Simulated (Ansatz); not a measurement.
# HfN: under pressure

An exercise on one series of results from a longer session: the logs are not shown, and one member is left open.

Program: Ansatz 0.2.0. Level of theory: DFT r2SCAN, scalar-relativistic, plane waves, PAW. These are calculated values, not measurements.

1 further run of the same task is left out (set aside as unsound or not needed).

## The structure to begin with

It takes space group Fm-3m (No. 225, cubic). Conventional cell: a = 4.525 Å, b = 4.525 Å, c = 4.525 Å, α = 90.00°, β = 90.00°, γ = 90.00°. Hf (site symmetry m-3m) has 6 N at 2.26 Å in its first shell of neighbours. Around N (site symmetry m-3m) lie 6 Hf at 2.26 Å.

As a file:

```cif
data_structure
_symmetry_space_group_name_H-M 'P 1'
_symmetry_Int_Tables_number 1
_cell_length_a 3.2000
_cell_length_b 3.2000
_cell_length_c 3.2000
_cell_angle_alpha 60.000
_cell_angle_beta 60.000
_cell_angle_gamma 60.000
_cell_volume 23.17
loop_
_atom_site_label
_atom_site_type_symbol
_atom_site_fract_x
_atom_site_fract_y
_atom_site_fract_z
_atom_site_occupancy
Hf1 Hf 0.00000 0.00000 0.00000 1
N1 N 0.50000 0.50000 0.50000 1
```

It goes back to an entry of the Materials Project, which need not be the stable form.

This cell was relaxed beforehand with the same method: volume 11.59 Å³/atom, gap on the mesh none (metal).

The first run:

Input file input.yaml:

```yaml
crystal:
  lattice:
    - [0.0, 2.2840405079, 2.2840405079]
    - [2.2840405079, 0.0, 2.2840405079]
    - [2.2840405079, 2.2840405079, 0.0]
  atoms:
    - { symbol: Hf, position: [0.0, 0.0, 0.0] }
    - { symbol: "N", position: [0.5, 0.5, 0.5] }
basis:
  ecutwfc: 500
kpoints:
  mp_grid: { grid: [16, 16, 16] }
hamiltonian:
  xc: r2scan
scf:
  occupations: { method: gaussian, width: 0.1 }
output:
  forces: true
  stress: true
  eigenvalues: true
relax:
  adjacent_minimum: "off"
  f_tol: 0.008
  max_steps: 50
  cell: { stress_tol: 0.08, p_target: -3.0 }
```

On the command line:

```bash
$ ansatz run input.yaml --threads 1 --pin off --max-ram 2560MiB --backend cpu --events-out ev --progress --plain --runs-dir out
```

Among the steps run: -3 GPa; Target pressure 3 GPa; Relaxing at 8 GPa; 15 GPa; Relaxing at 30 GPa; Relaxing at 60 GPa.

One of the session's tables, all rows but one given; the rest of the session is left out.

It belongs to the step «Volume, cell and gap against pressure». Lengths are those of the vectors of the cell that was run:

| P (GPa) | V (Å³/atom) | a (Å) | b (Å) | c (Å) | ΔH (eV/atom) |
| --- | --- | --- | --- | --- | --- |
| -3 | 11.71 | 3.212 | 3.212 | 3.212 | -0.218 |
| 0 | 11.59 | 3.200 | 3.200 | 3.200 | 0.000 |
| 3 | 11.46 | 3.189 | 3.189 | 3.189 | 0.216 |
| 8 | ? | ? | ? | ? | ? |
| 15 | 11.04 | 3.149 | 3.149 | 3.149 | 1.058 |
| 30 | 10.61 | 3.107 | 3.107 | 3.107 | 2.071 |
| 60 | 9.93 | 3.040 | 3.040 | 3.040 | 3.990 |

Estimate the missing values for P (GPa) = 8.

Worked estimate for «V (Å³/atom)». A straight line through the neighbours (3, 11.46) and (15, 11.04) gives 11.46 + (11.04 − 11.46) × (8 − 3) / (15 − 3) = 11.29; a parabola fitted to 4 rows on both sides gives 11.28.

**Answer.** V (Å³/atom): 11.28; a (Å): 3.172; b (Å): 3.172; c (Å): 3.172; ΔH (eV/atom): 0.571. In «V (Å³/atom)» the line misses by +0.01 and the parabola by 0.00.

ΔH is E + PV over the energy at zero pressure; a, b and c are the vectors of the computed cell. 

Caveats from the session: The final runs have no spin polarisation, so a magnetic state may lie lower.
